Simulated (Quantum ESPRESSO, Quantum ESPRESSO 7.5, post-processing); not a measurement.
# AlP(110), H on both faces, stepped through the number of layers

Aim: how the results for AlP(110), H on both faces change with the number of layers.

Calculated with Quantum ESPRESSO 7.5; plane-wave DFT, PBE, GBRV ultrasoft pseudopotentials.

Report form: the programs' logs are mostly left out.

The structure was built from a prototype and need not be the compound's stable phase.

### 1. The structure

Symmetry: F-43m, No. 216, cubic system. Conventional cell: a = 5.510 Å, b = 5.510 Å, c = 5.510 Å, α = 90.00°, β = 90.00°, γ = 90.00°. Nearest to Al lie 4 P at 2.39 Å. P has 4 Al at 2.39 Å nearest. Farther neighbours are not listed.

Set-up: All atoms relax in a periodic cell with 16 Å of vacuum in the starting cell; runs with a sawtooth field of 0 and 0.1 V/Å and a dipole correction follow on the relaxed atoms, and bands along a path. Fermi-Dirac smearing of 0.002 Ry. The slabs take the lattice constants of the bulk relaxed by the same program.

Members 5, 6, 7 and 8 took the same steps and show in the table alone.

### 2. Variable-cell relaxation of the reference

The bulk crystal is relaxed in cell and atoms; the members are built on its lattice constants.

ref.vc.in reads:

```
&control
  prefix = 'ref.vc'
  outdir = './out'
  pseudo_dir = './pseudo'
  nstep = 40
  forc_conv_thr = 0.0003
  calculation = 'vc-relax'
/
&system
  ibrav = 0
  nat = 4
  ntyp = 2
  ecutwfc = 50
  ecutrho = 250
  occupations = 'smearing'
  smearing = 'fd'
  degauss = 0.002
/
&electrons
  conv_thr = 1e-09
  mixing_beta = 0.4
  electron_maxstep = 120
/
&ions
/
&cell
  press_conv_thr = 0.3
/
ATOMIC_SPECIES
  Al  26.9815  al_pbe_v1.uspp.F.UPF
  P   30.9738  p_pbe_v1.5.uspp.F.UPF
CELL_PARAMETERS angstrom
  5.51000000000000 0.00000000000000 0.00000000000000
  0.00000000000000 3.89615836433788 0.00000000000000
  0.00000000000000 0.00000000000000 3.89615836433788
ATOMIC_POSITIONS crystal
  Al  0.000000000000 0.000000000000 0.000000000000
  P   0.250000000000 0.500000000000 0.000000000000
  Al  0.500000000000 0.500000000000 0.500000000000
  P   0.750000000000 0.000000000000 0.500000000000
K_POINTS automatic
  4 6 6 0 0 0
```

On the command line:

```sh
> OMP_NUM_THREADS=1 mpirun -n 4 pw.x -nk 4 -in ref.vc.in > ref.vc.out
```

Run time: 28 s. Hardware: 4 MPI ranks of Arm Neoverse V1, shared host; peak memory 0.39 GiB.

The steps of the relaxation:

```
step  energy less that of the first step (eV)  largest force (eV/Å)  volume (Å³)
   1                                   0.0000                0.0000        83.64
   2                                  -0.0001                0.0000        83.56
   3                                  -0.0001                0.0000        83.46
   4                                  -0.0001                0.0000        83.44
   5                                  -0.0001                0.0000        83.44
```

```
     cell as run  before  after  change
           a (Å)   5.510  5.503  -0.1 %
           b (Å)   3.896  3.894  -0.1 %
           c (Å)   3.896  3.894  -0.1 %
volume (Å³/atom)   20.91  20.86  -0.2 %
```

 The last row is no step: it is a fresh SCF in the final cell with a new plane-wave basis, +0 meV from the row before.

Read from the output:

- free energy: -607.2947 eV
- Fermi energy: 5.465 eV

### 3. Ground state of the reference

A bulk run at that cell gives the reference energy and levels.

ref.bulk.in reads:

```
&control
  prefix = 'ref.bulk'
  outdir = './out'
  pseudo_dir = './pseudo'
  calculation = 'scf'
  tprnfor = .true.
/
&system
  ibrav = 0
  nat = 4
  ntyp = 2
  ecutwfc = 40
  ecutrho = 200
  occupations = 'smearing'
  smearing = 'fd'
  degauss = 0.002
  nbnd = 12
/
&electrons
  conv_thr = 1e-09
  mixing_beta = 0.4
  electron_maxstep = 120
/
ATOMIC_SPECIES
  Al  26.9815  al_pbe_v1.uspp.F.UPF
  P   30.9738  p_pbe_v1.5.uspp.F.UPF
CELL_PARAMETERS angstrom
  5.50329919300000 0.00000000000000 0.00000000000000
  0.00000000000000 3.89386087700000 0.00000000000000
  0.00000000000000 0.00000000000000 3.89386087700000
ATOMIC_POSITIONS crystal
  Al  0.000000000000 0.000000000000 0.000000000000
  P   0.250000031400 0.500000000000 0.000000000000
  Al  0.500000000000 0.500000000000 0.500000000000
  P   0.749999968600 0.000000000000 0.500000000000
K_POINTS automatic
  4 6 6 0 0 0
```

On the command line:

```sh
> OMP_NUM_THREADS=1 mpirun -n 4 pw.x -nk 4 -in ref.bulk.in > ref.bulk.out
```

Run time: 5.4 s. Hardware: 4 MPI ranks; peak memory 0.31 GiB.

This step gave:

* free energy: -607.2941 eV
* Fermi energy: 5.535 eV
* valence top, on the run's zero: 4.781 eV
* conduction bottom, on the run's zero: 6.407 eV
* gap by band count: 1.626 eV

### 4. Relaxing the ions, 3 layers

What the set-up leaves free in this member is relaxed.

System of this step: AlP(110), H on both faces, 3 layers. The cell holds 10 atoms: 4 H, 3 Al and 3 P. Its edges and angles: a = 5.503 Å, b = 3.894 Å, c = 22.447 Å, α = 90.0°, β = 90.0°, γ = 90.0°. It derives from AlP. Vacuum lies along c.

m0.relax.in reads:

```
&control
  prefix = 'm0.relax'
  outdir = './out'
  pseudo_dir = './pseudo'
  nstep = 80
  forc_conv_thr = 0.0006
  calculation = 'relax'
/
&system
  ibrav = 0
  nat = 10
  ntyp = 3
  ecutwfc = 40
  ecutrho = 200
  occupations = 'smearing'
  smearing = 'fd'
  degauss = 0.002
/
&electrons
  conv_thr = 1e-08
  mixing_beta = 0.4
  electron_maxstep = 120
  mixing_mode = 'plain'
/
&ions
/
ATOMIC_SPECIES
  H   1.0080  h_pbe_v1.4.uspp.F.UPF
  Al  26.9815  al_pbe_v1.uspp.F.UPF
  P   30.9738  p_pbe_v1.5.uspp.F.UPF
CELL_PARAMETERS angstrom
  5.50329919300000 0.00000000000000 0.00000000000000
  0.00000000000000 3.89386087700000 0.00000000000000
  0.00000000000000 0.00000000000000 22.44671343675356
ATOMIC_POSITIONS crystal
  H   0.835491847100 0.000000000000 0.356189452017
  H   0.399838636100 0.500000000000 0.361278932737
  Al  0.000000000000 0.000000000000 0.413264342952
  P   0.250000000000 0.500000000000 0.413264342952
  Al  0.500000000000 0.500000000000 0.500000000000
  P   0.750000000000 0.000000000000 0.500000000000
  Al  0.000000000000 0.000000000000 0.586735657048
  P   0.250000000000 0.500000000000 0.586735657048
  H   0.399838636100 0.500000000000 0.638721067263
  H   0.835491847100 0.000000000000 0.643810547983
K_POINTS automatic
  4 4 1 0 0 0
```

On the command line:

```sh
> OMP_NUM_THREADS=1 mpirun -n 4 pw.x -nk 1 -in m0.relax.in > m0.relax.out
```

Run time: 3.7 min. Hardware: 4 MPI ranks; peak memory 0.88 GiB.

The steps of the relaxation:

```
step  energy less that of the first step (eV)  largest force (eV/Å)
   1                                   0.0000                0.4476
   2                                  -0.0239                0.4151
   3                                  -0.0462                0.3713
   4                                  -0.0749                0.3002
   5                                  -0.1087                0.2172
   6                                  -0.1382                0.1558
   7                                  -0.1440                0.1121
   8                                  -0.1451                0.0752
   9                                  -0.1461                0.0531
  10                                  -0.1466                0.0287
  11                                  -0.1467                0.0320
  12                                  -0.1469                0.0332
  13                                  -0.1472                0.0304
  14                                  -0.1475                0.0280
  15                                  -0.1478                0.0294
  16                                  -0.1479                0.0221
  17                                  -0.1479                0.0115
```

The atoms that moved most (Å):

```
atom      dx     dy      dz  length
  H1  -0.037  0.000  -0.102   0.109
 H10  -0.037  0.000   0.102   0.109
 Al5   0.091  0.000   0.000   0.091
  H2  -0.008  0.000   0.090   0.091
  H9  -0.008  0.000  -0.090   0.091
  P4  -0.017  0.000   0.080   0.082
  P8  -0.017  0.000  -0.080   0.082
 Al7  -0.024  0.000   0.078   0.082
```

Final coordinates:

```cif
data_structure
_symmetry_space_group_name_H-M 'P 1'
_symmetry_Int_Tables_number 1
_cell_length_a 5.5033
_cell_length_b 3.8939
_cell_length_c 22.4467
_cell_angle_alpha 90.000
_cell_angle_beta 90.000
_cell_angle_gamma 90.000
_cell_volume 481.01
loop_
_atom_site_label
_atom_site_type_symbol
_atom_site_fract_x
_atom_site_fract_y
_atom_site_fract_z
_atom_site_occupancy
H1 H 0.82870 0.00000 0.35165 1
H2 H 0.39837 0.50000 0.36530 1
Al3 Al 0.99573 0.00000 0.40978 1
P4 P 0.24699 0.50000 0.41683 1
Al5 Al 0.51659 0.50000 0.50000 1
P6 P 0.76448 0.00000 0.50000 1
Al7 Al 0.99573 0.00000 0.59022 1
P8 P 0.24699 0.50000 0.58317 1
H9 H 0.39837 0.50000 0.63470 1
H10 H 0.82870 0.00000 0.64835 1
```

The relaxation lowers the energy by 15 meV an atom.

Read from the output:

| Item | Value |
| --- | --- |
| free energy | -973.1694 eV |
| Fermi energy | -2.026 eV |

### 5. Ground state, 3 layers

A run with the dipole correction and no field is the reference.

m0.f0.in reads:

```
&control
  prefix = 'm0.f0'
  outdir = './out'
  pseudo_dir = './pseudo'
  calculation = 'scf'
  tprnfor = .true.
  tefield = .true.
  dipfield = .true.
/
&system
  ibrav = 0
  nat = 10
  ntyp = 3
  ecutwfc = 40
  ecutrho = 200
  occupations = 'smearing'
  smearing = 'fd'
  degauss = 0.002
  edir = 3
  emaxpos = 0.97
  eopreg = 0.04
  eamp = 0.0
  nbnd = 18
/
&electrons
  conv_thr = 1e-09
  mixing_beta = 0.4
  electron_maxstep = 120
  mixing_mode = 'plain'
/
ATOMIC_SPECIES
  H   1.0080  h_pbe_v1.4.uspp.F.UPF
  Al  26.9815  al_pbe_v1.uspp.F.UPF
  P   30.9738  p_pbe_v1.5.uspp.F.UPF
CELL_PARAMETERS angstrom
  5.50329919300000 0.00000000000000 0.00000000000000
  0.00000000000000 3.89386087700000 0.00000000000000
  0.00000000000000 0.00000000000000 22.44671343675356
ATOMIC_POSITIONS crystal
  H   0.828703664000 0.000000000000 0.351645042700
  H   0.398374019900 0.500000000000 0.365297990100
  Al  -0.004271247200 0.000000000000 0.409776399800
  P   0.246989918300 0.500000000000 0.416833911400
  Al  0.516586877200 0.500000000000 0.500000000000
  P   0.764481379200 0.000000000000 0.500000000000
  Al  -0.004271247200 0.000000000000 0.590223600200
  P   0.246989918300 0.500000000000 0.583166088600
  H   0.398374019900 0.500000000000 0.634702009900
  H   0.828703664000 0.000000000000 0.648354957300
K_POINTS automatic
  4 4 1 0 0 0
```

On the command line:

```sh
> OMP_NUM_THREADS=1 mpirun -n 4 pw.x -nk 1 -in m0.f0.in > m0.f0.out
```

The job ended after 26 s (4 MPI ranks; peak memory 0.85 GiB).

This step gave:

* dipole along the normal: 0 e·Å
* valence top, on the run's zero: -2.891 eV
* conduction bottom, on the run's zero: -0.3717 eV
* gap by band count: 2.519 eV

### 6. Electrostatic potential, 3 layers

plot_num = 11 writes the bare and Hartree potential, from which vacuum levels or, in a crystal, the mean potential are read.

m0.f0.pot.in reads:

```
&inputpp
  prefix = 'm0.f0'
  outdir = './out'
  filplot = 'm0.f0.pot.dat'
  plot_num = 11
/
```

On the command line:

```sh
> OMP_NUM_THREADS=1 mpirun -n 4 pp.x -in m0.f0.pot.in > m0.f0.pot.out
```

Run time: 1.2 s. Hardware: 4 MPI ranks; peak memory 0.16 GiB.

This step gave:

```
slope of the potential above                                          : 1.64e-6 eV/Å
upper vacuum line continued to the top atoms, over the valence top    : 5.774 eV
slope of the potential below                                          : -1.38e-6 eV/Å
lower vacuum line continued to the bottom atoms, over the valence top : 5.774 eV
vacuum level at the upper face over the valence top of the mesh       : 5.774 eV
vacuum level at the lower face over the valence top of the mesh       : 5.774 eV
```

Electrostatic potential energy of an electron, with the sawtooth; zero at the highest filled level of the SCF mesh. The potential energy, planar mean by z:

```
z (Å)  potential energy, planar mean (eV)
    0                                5.77
    1                                5.77
    2                                5.77
    3                                5.77
    4                                5.77
    5                                5.77
    6                                5.76
    7                                5.57
    8                                2.90
    9                               -5.80
   10                              -0.632
   11                               -6.97
   12                             -0.0596
   13                               -7.41
   14                                1.12
   15                                4.96
   16                                5.74
   17                                5.77
   18                                5.77
   19                                5.77
   20                                5.77
   21                                5.77
   22                                5.77
```

### 7. Self-consistent run, 3 layers: field 0.1 V/Å

The same atoms in a field; the change of the dipole measures the screening.

m0.f1.in, as its differences from the input of step 5:

```diff
@@ -1,3 +1,3 @@
 &control
-  prefix = 'm0.f0'
+  prefix = 'm0.f1'
   outdir = './out'
@@ -21,3 +21,3 @@
   eopreg = 0.04
-  eamp = 0.0
+  eamp = 0.00194469
   nbnd = 18
@@ -29,2 +29,3 @@
   mixing_mode = 'plain'
+  startingpot = 'file'
 /
```

On the command line:

```sh
> cp -r out/m0.f0.save out/m0.f1.save
> OMP_NUM_THREADS=1 mpirun -n 4 pw.x -nk 1 -in m0.f1.in > m0.f1.out
```

Run time: 22 s. Hardware: 4 MPI ranks; peak memory 0.83 GiB.

This step gave:

```
free energy                          : -973.1730 eV
Fermi energy                         : -2.010 eV
dipole along the normal              : 0.07364 e·Å
valence top, on the run's zero       : -2.874 eV
conduction bottom, on the run's zero : -0.3562 eV
gap by band count                    : 2.518 eV
```

### 8. Electrostatic potential, 3 layers

m0.f1.pot.in reads:

```
&inputpp
  prefix = 'm0.f1'
  outdir = './out'
  filplot = 'm0.f1.pot.dat'
  plot_num = 11
/
```

On the command line:

```sh
> OMP_NUM_THREADS=1 mpirun -n 4 pp.x -in m0.f1.pot.in > m0.f1.pot.out
```

Wall time 1.2 s (4 MPI ranks); peak memory 0.16 GiB; 4.4 s of CPU time.

Numbers from this step:

| Item | Value |
| --- | --- |
| slope of the potential above | 0.1000 eV/Å |
| upper vacuum line continued to the top atoms, over the valence top | 5.796 eV |
| slope of the potential below | 0.10000 eV/Å |
| lower vacuum line continued to the bottom atoms, over the valence top | 5.752 eV |

Electrostatic potential energy of an electron, with the sawtooth; zero at the highest filled level of the SCF mesh. The potential energy, planar mean by z:

```
z (Å)  potential energy, planar mean (eV)
    0                                5.37
    1                                5.06
    2                                5.16
    3                                5.26
    4                                5.36
    5                                5.46
    6                                5.55
    7                                5.45
    8                                2.84
    9                               -5.83
   10                              -0.649
   11                               -6.97
   12                             -0.0491
   13                               -7.39
   14                                1.16
   15                                5.04
   16                                5.90
   17                                6.04
   18                                6.14
   19                                6.24
   20                                6.34
   21                                6.44
   22                                6.13
```

The slope in the vacuum is 0.100 eV/Å for an applied 0.10 V/Å, as it should be.

### 9. Response between 0 and 0.1 V/A, ions held, 3 layers

The polarisability follows from the two dipoles.

Numbers from this step:

- change of slope in the vacuum: 0.10000 eV/Å
- polarisability a cell: 10.60 Å³
- sheet polarisability 4πα/A: 6.218 Å

Change of the potential energy, second field less first against z:

```
z (Å)  change of the potential energy, second field less first (eV)
    0                                                        -0.405
    1                                                        -0.711
    2                                                        -0.611
    3                                                        -0.511
    4                                                        -0.411
    5                                                        -0.311
    6                                                        -0.212
    7                                                        -0.118
    8                                                       -0.0551
    9                                                       -0.0323
   10                                                       -0.0156
   11                                                      -0.00379
   12                                                        0.0111
   13                                                        0.0237
   14                                                        0.0431
   15                                                        0.0841
   16                                                         0.169
   17                                                         0.267
   18                                                         0.367
   19                                                         0.467
   20                                                         0.567
   21                                                         0.667
   22                                                         0.358
```

### 10. Band structure, 3 layers

Bands along a path place the edges.

m0.bands.in, as its differences from the input of step 7:

```diff
@@ -1,7 +1,6 @@
 &control
-  prefix = 'm0.f1'
+  prefix = 'm0.bands'
   outdir = './out'
   pseudo_dir = './pseudo'
-  calculation = 'scf'
-  tprnfor = .true.
+  calculation = 'bands'
   tefield = .true.
@@ -21,11 +20,10 @@
   eopreg = 0.04
-  eamp = 0.00194469
-  nbnd = 18
+  eamp = 0.0
+  nbnd = 20
 /
 &electrons
-  conv_thr = 1e-09
+  conv_thr = 1e-07
   mixing_beta = 0.4
   electron_maxstep = 120
-  mixing_mode = 'plain'
-  startingpot = 'file'
+  mixing_mode = 'local-TF'
 /
@@ -50,3 +48,8 @@
   H   0.828703664000 0.000000000000 0.648354957300
-K_POINTS automatic
-  4 4 1 0 0 0
+K_POINTS crystal_b
+5
+  0.0000000000 0.0000000000 0.0000000000 10
+  0.5000000000 0.0000000000 0.0000000000 10
+  0.5000000000 0.5000000000 0.0000000000 10
+  0.0000000000 0.5000000000 0.0000000000 10
+  0.0000000000 0.0000000000 0.0000000000 1
```

On the command line:

```sh
> cp -r out/m0.f0.save out/m0.bands.save
> cp out/m0.f0.xml out/m0.bands.xml
> OMP_NUM_THREADS=1 mpirun -n 4 pw.x -nk 4 -in m0.bands.in > m0.bands.out
```

Run time: 1.9 min. Hardware: 4 MPI ranks; peak memory 0.52 GiB.

Numbers from this step:

- dipole along the normal: 0 e·Å
- valence top, on the run's zero: -2.891 eV
- conduction bottom, on the run's zero: -0.3717 eV
- gap by band count: 2.519 eV

Band numbers count within the set of bands kept for display. The electronic bands at the labelled points (eV, zero at the highest filled level of the SCF mesh; v1 is the highest filled band, c1 the lowest empty one):

```
  point     v4     v3     v2     v1    c1    c2    c3    c4
      Γ  -0.75  -0.73  -0.67   0.00  2.61  3.50  3.78  4.19
halfway  -0.87  -0.70  -0.64  -0.30  2.82  3.39  3.65  3.96
      X  -0.96  -0.85  -0.73  -0.61  3.00  3.28  3.54  4.55
halfway  -1.34  -1.16  -1.10  -0.82  3.94  4.11  4.47  4.66
      S  -1.93  -1.56  -1.11  -0.99  3.90  4.06  4.12  4.57
halfway  -1.87  -1.81  -1.25  -1.14  3.23  3.31  3.39  4.39
      Y  -1.82  -1.72  -1.65  -1.18  2.52  3.24  3.35  3.55
halfway  -1.67  -1.53  -1.04  -0.84  3.22  3.57  4.01  4.45
      Γ  -0.75  -0.73  -0.67   0.00  2.61  3.50  3.78  4.19
```

Along this path the valence top lies at Γ and the conduction bottom at Y.

(Continued in part 2 of 3.)

[Logs are printed without paths, hosts, clocks, repeated set-up lines and the standing remarks that a program may print on its own settings, such as how far it seeks lower states.]

[Hosts, paths, dates, database ids (printed as entryN), source tags and the programs' standing remarks are cut or masked in the printed files.]

[Maps of the electrostatic potential energy from Ansatz leave out the sawtooth potential of an applied field or a dipole correction, so their vacuum need not be flat; planar profiles and work functions include it.]
